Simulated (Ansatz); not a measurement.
# Al: trial inputs

The task: vary one input for Al at random, run each variation, and where one fails, undo its changes one group at a time.

Program: Ansatz 0.2.0. Level of theory: DFT PBE, scalar-relativistic, plane waves, PAW for the reference; the trials change it, as their inputs show. These are calculated values, not measurements.

27 further runs of the same task are left out: 12 that didn't finish, 15 set aside as unsound or not needed.

### 1 The starting structure

It takes space group Fm-3m (No. 225, cubic). The conventional cell has a = 4.039 Å, b = 4.039 Å, c = 4.039 Å, α = 90.00°, β = 90.00°, γ = 90.00°. Al (site symmetry m-3m) has 12 Al at 2.86 Å as nearest neighbours.

Coordinates:

```
Al
1.0
     0.00000    2.01946    2.01946
     2.01946    0.00000    2.01946
     2.01946    2.01946    0.00000
Al
1
Direct
  0.00000 0.00000 0.00000
```

The structure comes from the Materials Project (structure only); it is used as listed.

### 2 The reference input

Contents of input.yaml:

```yaml
crystal:
  lattice:
    - [0.0, 2.0194648466, 2.0194648466]
    - [2.0194648466, 0.0, 2.0194648466]
    - [2.0194648466, 2.0194648466, 0.0]
  atoms:
    - { symbol: Al, position: [0.0, 0.0, 0.0] }
basis:
  ecutwfc: 420
kpoints:
  mp_grid: { grid: [10, 10, 10] }
hamiltonian:
  xc: pbe
scf:
  occupations: { method: gaussian, width: 0.1 }
output:
  forces: true
  stress: true
  eigenvalues: true
```

It was run beforehand and gave: -537.4820 eV/atom at zero smearing, pressure -0.02 GPa, largest force 0.000 eV/Å, no gap on the mesh, in 6 SCF cycles and 2 s.

These settings were drawn at random to show what each does; none of the numbers is a converged property of the crystal. Energies are extrapolated to zero smearing. Many trials also carry a cap on SCF cycles, which stays when other changes are undone.

### 3 Trial 1

Contents of input.yaml:

```yaml
crystal:
  lattice:
    - [0.0, 2.0194648466, 2.0194648466]
    - [2.0194648466, 0.0, 2.0194648466]
    - [2.0194648466, 2.0194648466, 0.0]
  atoms:
    - { symbol: Al, position: [0.0, 0.0, 0.0] }
  symmetry: { detect: false }
basis:
  ecutwfc: 420
kpoints:
  mp_grid: { kspacing: 0.95 }
hamiltonian:
  xc: pbe
scf:
  occupations: { method: tetrahedron_uncorrected }
  max_iter: 30
  convergence: { dr2_threshold: "1e-8 eV" }
output:
  forces: true
  stress: true
  eigenvalues: true
  dos: { projected: true }
```

On the command line:

```
$ ansatz run input.yaml --threads 1 --pin off --max-ram 1331MiB --backend cpu --events-out ev --progress --plain --runs-dir out
```

The program printed:

```text
Warning: output.stress: scf.convergence.dr2_threshold = 1e-8 eV is looser than the 1e-10 eV advised for a printed stress (1e-10 eV for each atom of the cell: 1). What an SCF threshold leaves in a stress goes as its square root, and in the free energy as the threshold itself, and one threshold admits the most on a small cell: of the crystals measured, under no hybrid functional and no lock of the moments, on runs that ended without the residual-converged pass, on stresses that held no estimate of that error, the worst erred by over 100 MPa in a component at 1e-7 eV an atom and by under 5 at 1e-10. Set scf.convergence.dr2_threshold to 1e-10 eV or tighter. The threshold is an SCF's pass mark: one that does not reach it within its budget of iterations ends unconverged, or closes short of it on a stop that the run arms, and scf.convergence.dr2_threshold's page says what that costs each kind of run
Warning: RAYON_NUM_THREADS=1 ignored (pool sized by the plan → 1); use --threads N
band count auto-derived: 7 (N_el = 3.0; filled up to band 2; 6 by the electrons, moments and atoms)
Engine: ansatz 0.2.0, x86_64-unknown-linux-gnu
Pseudopotentials: kind: paw
Pseudopotential: Al, paw, valence charge 3, recommended cutoff 420 eV (normal), Al.paw.azcp
Functional definition: PBE
  parameter kappa = 0.804
  parameter beta = 0.06672455060314922
  exchange = pbe_x(kappa = kappa, mu = beta*pi^2/3)
  correlation = pbe_c(beta = beta)
Crystal: 1 atoms, lattice volume = 16.472 Å³
Basis set: ecut = 420 eV, 331 PW (Γ), exchange–correlation on 40×40×40 points (8 copies of the dense FFT grid, shifted against one another)
Bands: 7, of which v1, the nominal top of the filled ones, is band 2 counted from 1 (1 counted from 0)
Symmetry: 1 space group operations
k-points: 14 of 27 (time reversal used)
Non-local potential: Al, projectors of the file, l = 0: 2, l = 1: 2, l = 2: 1
PAW form: soft (Blöchl's): semilocal exchange-correlation on the pseudo side does not see the compensation charge
PAW one-centre angular grid: Al, 110 points (default); XC on 64 Gauss nodes
Initial density: superposition of atomic densities (neutral atoms: chi_scale 0, normalization atom), corrected by the library's trained network
Initial wavefunctions: pseudopotential atomic-orbital guess
Functional: x = pbe(κ = 0.804, μ = 0.2195149727645171), c = pbe(β = 0.06672455060314922)
SCF iter   1: F=—  HF=-536.261303 eV  |F-HF|=—  |Δ(HF+E_count)|=         —  Δρ=4.89e-3  dr2=3.66e-3  ethr=1.77e-3  ⟨swp⟩=5.1  Hψ=847  notcnv=0
preconditioner: auto → none  [metal: no gap  n_scr=0 (ndim 8)  ℏωp=15.8 eV  f_vac=0.000]
SCF iter   2: F=—  HF=-536.261258 eV  |F-HF|=—  |Δ(HF+E_count)|=   4.47e-5  Δρ=2.40e-3  dr2=8.78e-4  ethr=1.22e-4  ⟨swp⟩=1.0  Hψ=210  notcnv=0
SCF iter   3: F=—  HF=-536.261257 eV  |F-HF|=—  |Δ(HF+E_count)|=   1.27e-6  Δρ=1.21e-5  dr2=1.15e-8  ethr=2.93e-5  ⟨swp⟩=1.5  Hψ=103  notcnv=0
SCF iter   4: F=—  HF=-536.261284 eV  |F-HF|=—  |Δ(HF+E_count)|=   2.72e-5  Δρ=3.15e-6  dr2=5.95e-10  ethr=3.83e-10  ⟨swp⟩=3.1  Hψ=248  notcnv=0  defer=2
iter 5 did not close the SCF: its close was put off for the readings that it lacked (scf_convergence_deferred on its scf_iter line)
SCF iter   5: F=-536.261284 eV  HF=-536.261284 eV  |F-HF|=6.82e-13  |Δ(HF+E_count)|=   1.61e-9  Δρ=2.81e-7  dr2=1.10e-11  ethr=1.98e-11  ⟨swp⟩=3.1  Hψ=188  notcnv=0  defer=2
SCF iter   6: F=-536.261284 eV  HF=-536.261284 eV  |F-HF|=1.14e-13  |Δ(HF+E_count)|=  3.41e-13  Δρ=4.37e-8  dr2=2.23e-13  ethr=1.00e-12  ⟨swp⟩=1.1  Hψ=253  notcnv=0
SCF 1 converged in 6 iterations: F = -536.261284 eV  dr2 = 2.23e-13
SCF converged after 6 iterations
Free energy (F): -536.261284 eV
Harris-Foulkes:  -536.261284 eV  (|F-HF|=1.14e-13)
Internal energy: -536.261282 eV  (E = F + TS)
E sigma→0 (E₀):  -536.261284 eV
Entropy (-TS):   -0.000002 eV (-0.002 meV/atom)
Fermi energy:    8.384254 eV
--- Per-component energies (eV) ---
  E_band       = 11.882331
  E_kinetic    = 24.341441
  E_local      = 10.003605  (includes V_loc(G=0)·N_el)
  E_nonlocal   = 9.857151
  E_hartree    = 0.139360
  E_xc         = -39.684308
  E_vxc        = -28.934034  (∫ρ·V_xc dr)
  E_paw        = -467.361481  (= ΣΔE_a)
  E_vpaw       = -3.664551  (= ΣTr[D̂ρ^β])
  E_aug_tail   = -0.000002  (compensation charges beyond the density's cutoff)
  E_ewald      = -73.557049
  E_smearing   = -0.000002  (= −TS)
  E_closure    = 0.000000  (closes the sum)
  Σ components = -536.261284   (vs F -536.261284, Δ=0.00e0)
--- Forces (eV/Å), atoms counted from 1 ---
  atom   1  Al    -0.00000000    -0.00000000     0.00000000
  max |Σ_I F_I| component: 3.76e-9 eV/Å
--- Stress (GPa, compression-positive) ---
        4.649338       0.000000      -0.000000
        0.000000       4.649338       0.000000
       -0.000000       0.000000       4.649338
  P = ⅓ Tr σ = 4.6493 GPa (46.493 kbar)
--- Band table (eV; the first three rows and the last of 14) ---
  k-point 0: bands = ["-3.1660", "20.5090", "20.5090", "20.5090", "22.1084", "22.1084", "22.1084"]
  k-point 1: bands = ["-0.1744", "8.4672", "18.7240", "18.7240", "21.2952", "21.2952", "22.3002"]
  k-point 2: bands = ["-0.1744", "8.4672", "18.7240", "18.7240", "21.2952", "21.2952", "22.3002"]
  k-point 13: bands = ["4.6653", "6.8963", "8.3649", "15.2959", "17.0425", "26.5890", "28.1004"]
```

It took 1.4 s on 1 thread of an x86-64 CPU, shared host; peak memory 0.25 GiB.

The run converges in 6 SCF iterations on 14 irreducible k-points: energy 1.22 eV per atom above the reference, pressure 4.65 GPa, no gap on the mesh. It warns that the typed SCF threshold is loose for the stress.

### 4 Trial 2

input.yaml: that of step 2 with these lines changed.

```diff
@@ -6,5 +6,5 @@
   atoms:
-    - { symbol: Al, position: [0.0, 0.0, 0.0] }
+    - { symbol: Al, position: [-0.1413740125, 0.1002160736, 0.104991148] }
 basis:
-  ecutwfc: 420
+  ecutwfc: 0
 kpoints:
@@ -15,2 +15,4 @@
   occupations: { method: gaussian, width: 0.1 }
+  n_extra_bands: 8
+  max_iter: 82
 output:
@@ -19 +21,2 @@
   eigenvalues: true
+  populations: true
```

On the command line:

```
$ ansatz run input.yaml --threads 1 --pin off --max-ram 1331MiB --backend cpu --events-out ev --progress --plain --runs-dir out
```

The program printed:

```text
Error: invalid value for `basis.ecutwfc`: must be finite and > 0; got 0 eV
```

Wall time 0.1 s (1 thread, shared host); peak memory 0.07 GiB.

The program refuses the input.

### 5 Trial 2, with the wavefunction cutoff set back

input.yaml: that of step 4 with these lines changed.

```diff
@@ -8,3 +8,3 @@
 basis:
-  ecutwfc: 0
+  ecutwfc: 420
 kpoints:
```

On the command line:

```
$ ansatz run input.yaml --threads 1 --pin off --max-ram 1331MiB --backend cpu --events-out ev --progress --plain --runs-dir out
```

The program printed, cut to the lines that bear on the results:

```text
Warning: RAYON_NUM_THREADS=1 ignored (pool sized by the plan → 1); use --threads N
scf.n_extra_bands = 8 over 2 filled bands (N_el = 3.0): the run solves 10 bands
[...]
Pseudopotentials: kind: paw
Pseudopotential: Al, paw, valence charge 3, recommended cutoff 420 eV (normal), Al.paw.azcp
Functional definition: PBE
[...]
Crystal: 1 atoms, lattice volume = 16.472 Å³
Basis set: ecut = 420 eV, 331 PW (Γ), exchange–correlation on 40×40×40 points (8 copies of the dense FFT grid, shifted against one another)
Bands: 10, of which v1, the nominal top of the filled ones, is band 2 counted from 1 (1 counted from 0)
Symmetry: 48 space group operations
Space group: Fm-3m (ITA 225), of the structure as read, at distance tolerance 2.5e-5 Å
k-points: 47 of 1000
[...]
SCF iter   1: F=—  HF=-537.484553 eV  |F-HF|=—  |Δ(HF+E_count)|=         —  Δρ=7.14e-4  dr2=6.05e-5  ethr=1.77e-3  ⟨swp⟩=4.6  Hψ=3178  notcnv=0  defer=8
[...]
SCF iter   6: F=-537.484581 eV  HF=-537.484581 eV  |F-HF|=7.39e-12  |Δ(HF+E_count)|=  2.14e-11  Δρ=3.28e-7  dr2=2.14e-11  ethr=1.47e-12  ⟨swp⟩=4.2  Hψ=1915  notcnv=0
[...]
SCF converged after 6 iterations
Free energy (F): -537.484581 eV
[...]
E sigma→0 (E₀):  -537.481999 eV
Entropy (-TS):   -0.005165 eV (-5.165 meV/atom)
Fermi energy:    8.092442 eV
[...]
--- Forces (eV/Å), atoms counted from 1 ---
  atom   1  Al     0.00000000     0.00000000    -0.00000000
[...]
--- Stress (GPa, compression-positive) ---
       -0.021059       0.000000      -0.000000
        0.000000      -0.021059      -0.000000
        0.000000       0.000000      -0.021059
  P = ⅓ Tr σ = -0.0211 GPa (-0.211 kbar)
--- Band table (eV; the first three rows and the last of 47) ---
  k-point 0: bands = ["-3.1777", "20.4920", "20.4920", "20.4920", "22.0985", "22.0985", "22.0985", "24.4745", "27.1757", "27.1757"]
[...]
--- Löwdin populations: 1 site ---
  site symbol       q [e]
     0     Al      2.9537
  spilling = 0.015420 (of n_electrons = 3.000000)
```

It took 2.3 s on 1 thread of an x86-64 CPU, shared host; peak memory 0.27 GiB.

The run converges in 6 SCF iterations on 47 irreducible k-points: the reference's energy to 0.01 meV per atom, pressure -0.02 GPa, no gap on the mesh.

### 6 Trial 3

Contents of input.yaml:

```yaml
crystal:
  lattice:
    - [0.0, 2.0194648466, 2.0194648466]
    - [2.0194648466, 0.0, 2.0194648466]
    - [2.0194648466, 2.0194648466, 0.0]
  atoms:
    - { symbol: Al, position: [0.0, 0.0, 0.0] }
total_charge: 3
basis:
  ecutwfc: 420
  xc_grid: 2
kpoints:
  mp_grid: { grid: [2, 4, 7], shift: [0.5, 0.5, 0] }
hamiltonian:
  xc: pbe
scf:
  occupations: { method: gaussian, width: 0.1 }
  max_iter: 72
output:
  forces: true
  stress: true
  eigenvalues: true
magnetization:
  magnetic_field: [0, 0, 5]
```

On the command line:

```
$ ansatz run input.yaml --threads 1 --pin off --max-ram 1331MiB --backend cpu --events-out ev --progress --plain --runs-dir out
```

The program printed:

```text
Error: inconsistent input (magnetization.spin_polarized): false but per-atom `spin:`, `per_species`, `initial_magnetization`, `magnetic_field`, or `spin_locking` is set
```

Wall time 0.11 s (1 thread, shared host); peak memory 0.05 GiB.

The program refuses the input.

### 7 Trial 3, with the spin settings set back

input.yaml: that of step 6 with these lines changed.

```diff
@@ -22,3 +22 @@
   eigenvalues: true
-magnetization:
-  magnetic_field: [0, 0, 5]
```

On the command line:

```
$ ansatz run input.yaml --threads 1 --pin off --max-ram 1331MiB --backend cpu --events-out ev --progress --plain --runs-dir out
```

The program printed:

```text
Error: inconsistent input (total_charge): 3 leaves 0.000 electrons of the 3 valence electrons — a charged cell must keep at least one electron
```

Run time: 0.14 s. Hardware: 1 thread, shared host; peak memory 0.07 GiB.

The program refuses the input.

### 8 Trial 3, with the charge set back

input.yaml: that of step 7 with these lines changed.

```diff
@@ -7,3 +7,2 @@
     - { symbol: Al, position: [0.0, 0.0, 0.0] }
-total_charge: 3
 basis:
```

On the command line:

```
$ ansatz run input.yaml --threads 1 --pin off --max-ram 1331MiB --backend cpu --events-out ev --progress --plain --runs-dir out
```

The program printed, cut to the lines that bear on the results:

```text
Warning: crystal.symmetry: narrowed to the stabiliser of the k-point mesh — unitary ops 48 → 2; excluded 46 operations that carry a point of the 2×4×7 mesh (shift [0.5, 0.5, 0]) off the mesh (the run samples exactly the mesh kpoints.mp_grid names, as under crystal.symmetry.detect: false, [...]
Warning: RAYON_NUM_THREADS=1 ignored (pool sized by the plan → 1); use --threads N
[...]
Pseudopotentials: kind: paw
Pseudopotential: Al, paw, valence charge 3, recommended cutoff 420 eV (normal), Al.paw.azcp
Functional definition: PBE
[...]
Crystal: 1 atoms, lattice volume = 16.472 Å³
Basis set: ecut = 420 eV, 331 PW (Γ), exchange–correlation on 40×40×40 points (8 copies of the dense FFT grid, shifted against one another)
Bands: 6, of which v1, the nominal top of the filled ones, is band 2 counted from 1 (1 counted from 0)
Symmetry: 2 space group operations
k-points: 28 of 56
[...]
SCF iter   1: F=—  HF=-537.305624 eV  |F-HF|=—  |Δ(HF+E_count)|=         —  Δρ=5.44e-3  dr2=4.56e-3  ethr=1.77e-3  ⟨swp⟩=4.8  Hψ=1421  notcnv=0
[...]
SCF iter   6: F=-537.305017 eV  HF=-537.305017 eV  |F-HF|=0.00e0  |Δ(HF+E_count)|=  1.30e-11  Δρ=3.64e-8  dr2=1.05e-13  ethr=1.00e-12  ⟨swp⟩=2.1  Hψ=564  notcnv=0
[...]
SCF converged after 6 iterations
Free energy (F): -537.305017 eV
[...]
E sigma→0 (E₀):  -537.304917 eV
Entropy (-TS):   -0.000201 eV (-0.201 meV/atom)
Fermi energy:    8.240300 eV
[...]
--- Forces (eV/Å), atoms counted from 1 ---
  atom   1  Al     0.00000000     0.00000000     0.00000000
[...]
--- Stress (GPa, compression-positive) ---
        0.187444      -0.255318      -3.495521
       -0.255318       2.577750      -2.389881
       -3.495521      -2.389881      -0.740215
  P = ⅓ Tr σ = 0.6750 GPa (6.750 kbar)
--- Band table (eV; the first three rows and the last of 28) ---
  k-point 0: bands = ["-1.6220", "13.2593", "16.8071", "18.3003", "19.5554", "22.1054"]
[...]
```

It took 1.2 s on 1 thread of an x86-64 CPU, shared host; peak memory 0.25 GiB.

The run converges in 6 SCF iterations on 28 irreducible k-points: energy 177 meV per atom above the reference, pressure 0.67 GPa, no gap on the mesh. It warns that the mesh lowers the symmetry.

### 9 Trial 4

input.yaml: that of step 2 with these lines changed.

```diff
@@ -7,2 +7,3 @@
     - { symbol: Al, position: [0.0, 0.0, 0.0] }
+total_charge: -0.5
 basis:
@@ -10,3 +11,3 @@
 kpoints:
-  mp_grid: { grid: [10, 10, 10] }
+  mp_grid: { kspacing: 0.45 }
 hamiltonian:
```

On the command line:

```
$ ansatz run input.yaml --threads 1 --pin off --max-ram 1331MiB --backend cpu --events-out ev --progress --plain --runs-dir out
```

The program printed, cut to the lines that bear on the results:

```text
Warning: RAYON_NUM_THREADS=1 ignored (pool sized by the plan → 1); use --threads N
[...]
Pseudopotentials: kind: paw
Pseudopotential: Al, paw, valence charge 3, recommended cutoff 420 eV (normal), Al.paw.azcp
Functional definition: PBE
[...]
Crystal: 1 atoms, lattice volume = 16.472 Å³
Basis set: ecut = 420 eV, 331 PW (Γ), exchange–correlation on 40×40×40 points (8 copies of the dense FFT grid, shifted against one another)
Bands: 6, of which v1, the nominal top of the filled ones, is band 2 counted from 1 (1 counted from 0)
Symmetry: 48 space group operations
Space group: Fm-3m (ITA 225), of the structure as read, at distance tolerance 2.5e-5 Å
k-points: 16 of 216
[...]
SCF iter   1: F=—  HF=-533.280447 eV  |F-HF|=—  |Δ(HF+E_count)|=         —  Δρ=2.88e-3  dr2=1.35e-3  ethr=1.77e-3  ⟨swp⟩=4.6  Hψ=813  notcnv=0
[...]
SCF iter   6: F=-533.274660 eV  HF=-533.274660 eV  |F-HF|=0.00e0  |Δ(HF+E_count)|=  8.19e-12  Δρ=4.69e-8  dr2=2.86e-13  ethr=1.00e-12  ⟨swp⟩=2.4  Hψ=341  notcnv=0
[...]
SCF converged after 6 iterations
Free energy (F): -533.274660 eV
[...]
E sigma→0 (E₀):  -533.273042 eV
Entropy (-TS):   -0.003237 eV (-3.237 meV/atom)
Fermi energy:    8.989374 eV
[...]
--- Forces (eV/Å), atoms counted from 1 ---
  atom   1  Al    -0.00000000    -0.00000000     0.00000000
[...]
--- Stress (GPa, compression-positive) ---
      -22.109317      -0.000000      -0.000000
       -0.000000     -22.109317       0.000000
       -0.000000      -0.000000     -22.109317
  P = ⅓ Tr σ = -22.1093 GPa (-221.093 kbar)
--- Band table (eV; the first three rows and the last of 16) ---
  k-point 0: bands = ["-3.6064", "20.0884", "20.0884", "20.0884", "21.7374", "21.7374"]
[...]
```

Wall time 0.85 s (1 thread of an x86-64 CPU, shared host); peak memory 0.26 GiB.

The run converges in 6 SCF iterations on 16 irreducible k-points: pressure -22.11 GPa (with the neutralising background of the charged cell), no gap on the mesh.

### 10 Summary of the trials

```
trial                                                                  keys drawn  first outcome                       set back  last run, energy against the reference (per atom)  its CPU time
    1  the SCF limits, the k-points, the occupations, the symmetry keys, the task      converged                           none                                            1.22 eV        0.82 s
    2   the band count, the structure, the wavefunction cutoff, the outputs asked        refused        the wavefunction cutoff                                           0.00 meV         1.4 s
    3     the charge, the k-points, the spin settings, the grid and accuracy keys        refused  the spin settings, the charge                                            177 meV        0.78 s
    4                                                    the charge, the k-points      converged                           none                                                n/a        0.67 s
```

Of the 4 drawn inputs in this table 2 converged at once. Energies (at zero smearing) are compared only where functional, U, dispersion, potentials, charge, fields and number of atoms are the reference's. These settings were drawn at random to show what each does; none of the numbers is a converged property of the crystal.
